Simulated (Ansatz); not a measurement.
MgS built on the NiAs prototype was put through Ansatz (plane waves). The geometry is the r2SCAN minimum.

Structure:
```xyz
4
Lattice="3.6454 0.0000 0.0000 -1.8227 3.1570 0.0000 0.0000 0.0000 6.1474" Properties=species:S:1:pos:R:3 pbc="T T T"
Mg    0.0000    0.0000    0.0000
Mg    0.0000    0.0000    3.0737
S     0.0000    2.1047    1.5368
S     1.8227    1.0523    4.6105
```

Output, abridged:
```
Crystal: 4 atoms, lattice volume = 70.749 Å³
Basis set: ecut = 420 eV, 1353 PW (Γ)
Bands: 20, of which v1, the nominal top of the filled ones, is band 16 counted from 1 (15 counted from 0)
Symmetry: 24 space group operations
Space group: P63/mmc (ITA 194)
k-points: 14 of 72
preconditioner: auto → Resta (q_TF=auto, 2.390 Å⁻¹)  ε∞=4.0  [insulator: Δε(μ)=3.407 eV  ℏωp=17.7 eV]
SCF 1 converged in 6 iterations: F = -5657.384086 eV  dr2 = 5.01e-8
Free energy (F): -5657.384086 eV
Fermi energy:    6.361899 eV
--- Per-component energies (eV) ---
  E_band       = -665.558827
  E_kinetic    = 370.420503
  E_local      = -3365.150055
  E_nonlocal   = 246.807080
  E_hartree    = 1201.626112
  E_xc         = -255.446431
  E_vxc        = -254.015916
  E_paw        = -1785.956116
  E_vpaw       = -66.872261
  E_ewald      = -2069.685176
--- Band table (eV; the first three rows and the last of 14) ---
  k-point 0: bands = […, 1.4232, 5.8790, 5.8790, 6.1220, 6.3619, 6.3619, 9.9046, 11.0100, 13.1516, 14.1643]
  k-point 1: bands = […, 3.3652, 3.3652, 6.1163, 6.1163, 6.1163, 6.1163, 11.1802, 11.1802, 13.9064, 13.9064]
  k-point 2: bands = […, 1.7478, 4.5480, 5.0946, 5.5197, 5.9870, 6.2323, 11.0524, 11.8540, 12.8532, 13.4897]
  k-point 13: bands = […, 2.7342, 2.7342, 2.7670, 2.7670, 5.4720, 5.4720, 11.3624, 11.3624, 12.2757, 12.2757]
--- G₀W₀: contour deformation, 6 samples at zero and on the imaginary axis and 1 off it, 72 q-points, 114 empty bands' worth ---
    ik  band        ε_KS         Σx   Σc(E_QP)       V_xc       Z   E_QP_lin       E_QP  E_QP is
     0    15      6.3619   -18.3403     2.1936   -15.4909  0.7774     5.7018     5.7062  root
     0    16      6.3619   -18.3403     2.1936   -15.4909  0.7774     5.7018     5.7062  root
     0    17      9.9046    -8.5838    -3.8908   -13.1171  0.8069    10.5507    10.5471  root
     0    18     11.0100    -6.5030    -3.8862   -10.9219  0.8095    11.5454    11.5428  root
     1    15      6.1163   -18.1705     2.2729   -15.2102  0.7756     5.4239     5.4289  root
     1    16      6.1163   -18.1705     2.2729   -15.2102  0.7756     5.4239     5.4289  root
     1    17     11.1802    -7.2844    -4.0075   -11.9050  0.8050    11.7970    11.7933  root
     1    18     11.1802    -7.2844    -4.0075   -11.9050  0.8050    11.7970    11.7933  root
     2    15      5.9870   -18.2195     2.2984   -15.2363  0.7744     5.2972     5.3023  root
     2    16      6.2323   -18.2412     2.2358   -15.3356  0.7763     5.5579     5.5625  root
     2    17     11.0524    -8.5494    -3.9992   -13.2218  0.8002    11.7301    11.7256  root
     2    18     11.8540    -6.0548    -4.0301   -10.6640  0.8048    12.4366    12.4331  root
     3    15      5.8515   -17.9946     2.3328   -14.9429  0.7741     5.1268     5.1326  root
     3    16      5.8515   -17.9946     2.3328   -14.9429  0.7741     5.1268     5.1326  root
     3    17     11.8148    -7.1511    -4.1536   -11.9871  0.7996    12.5023    12.4973  root
     3    18     11.8148    -7.1511    -4.1536   -11.9871  0.7996    12.5023    12.4973  root
     4    15      5.4200   -17.6136     2.3646   -14.5050  0.7723     4.6696     4.6760  root
     4    16      5.9106   -18.0572     2.3343   -15.0142  0.7741     5.1963     5.2018  root
     4    17     10.8724    -5.4531    -3.8477    -9.8216  0.8115    11.3957    11.3932  root
     4    18     11.4540    -6.8953    -4.0644   -11.6470  0.8004    12.1464    12.1413  root
     5    15      5.4050   -17.8107     2.4592   -14.5814  0.7711     4.6278     4.6349  root
     5    16      5.4050   -17.8107     2.4592   -14.5814  0.7711     4.6278     4.6349  root
     5    17     10.8280    -6.5527    -3.9244   -11.0817  0.8070    11.4361    11.4326  root
     5    18     10.8280    -6.5527    -3.9244   -11.0817  0.8070    11.4361    11.4326  root
     6    15      4.7814   -17.6909     2.6508   -14.2017  0.7660     3.9337     3.9431  root
     6    16      5.7521   -17.9885     2.3828   -14.8785  0.7731     5.0189     5.0249  root
     6    17     10.4118    -5.4211    -3.7526    -9.6680  0.8138    10.9082    10.9060  root
     6    18     10.7644    -7.4910    -3.8499   -12.0168  0.8024    11.4447    11.4403  root
     7    15      5.2116   -17.7605     2.5183   -14.4513  0.7696     4.4129     4.4206  root
     7    16      5.2116   -17.7605     2.5183   -14.4513  0.7696     4.4129     4.4206  root
     7    17     10.3688    -6.7525    -3.8387   -11.1846  0.8082    10.9654    10.9622  root
     7    18     10.3688    -6.7525    -3.8387   -11.1846  0.8082    10.9654    10.9622  root
    11    15      5.3252   -17.7090     2.4502   -14.4953  0.7707     4.5546     4.5616  root
    11    16      5.3252   -17.7090     2.4502   -14.4953  0.7707     4.5546     4.5616  root
    11    17     10.9607    -6.4684    -3.9452   -11.0163  0.8056    11.5670    11.5634  root
    11    18     10.9607    -6.4684    -3.9452   -11.0163  0.8056    11.5670    11.5634  root
  […]
```

The points are ik 0 = (0, 0, 0) (Γ), ik 1 = (0, 0, -1/2), ik 2 = (0, 1/6, 0), ik 3 = (0, 1/6, -1/2), ik 4 = (0, 1/3, 0), ik 5 = (0, 1/3, -1/2), ik 6 = (0, -1/2, 0), ik 7 = (0, -1/2, -1/2), ik 11 = (1/6, 1/3, -1/2), ik 12 = (1/3, 1/3, 0), ik 13 = (1/3, 1/3, -1/2); band 16 is the last filled one.

Task: What input produced it? Give the YAML.

Result:
```yaml
crystal:
  # lattice and atoms as above
kpoints:
  mp_grid: { grid: [6, 6, 2] }
hamiltonian:
  xc: pbe
scf:
  occupations: { method: fixed }
gw:
  n_empty_bands: 114
  ecut_chi: 80
  qp_bands: [v2, c2]
  qp_kpoints: band_edges
  screening: { model: contour_deformation }
```
The quasiparticle table needs the gw block. Close relatives of this functional can't be ruled out from these lines alone. This is the file that was run; thresholds and some counts can't be read off the log exactly.

Command: `ansatz run input.yaml --threads 2 --pin off --max-ram 3686MiB --backend cpu --events-out ev --progress --plain --runs-dir out`. It took 17 s on 2 threads of Intel(R) Xeon(R) 6975P-C (Granite Rapids), on a shared host; peak host memory 0.42 GiB.

Computed, not measured; no magnetism was allowed, and whether the structure is a known phase isn't checked.
